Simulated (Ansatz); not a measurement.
Take a crystal in which W has been replaced by Cr on all its sites, with the cell rescaled by a rough guess (in some cases also distorted within its space group) and nothing relaxed:

```yaml
crystal:
  lattice:
    - [-1.53282, 1.53282, 1.53282]
    - [1.53282, -1.53282, 1.53282]
    - [1.53282, 1.53282, -1.53282]
  atoms:
    - { symbol: Cr, position: [0.00000, 0.00000, 0.00000] }
```

Level of theory: DFT PBE, scalar-relativistic, plane waves, PAW (Ansatz).

Cutoff 420 eV; k points 20×20×20 on the computed 1-atom cell (Γ-centred); Gaussian smearing, width 0.10 eV; no spin polarisation.

Problem. What pressure does the cell carry?

Solution. The pressure is -35.4 GPa (positive in compression), so the cell would contract.

Problem. Is it a metal on this mesh?

Solution. Yes, a band crosses the Fermi level.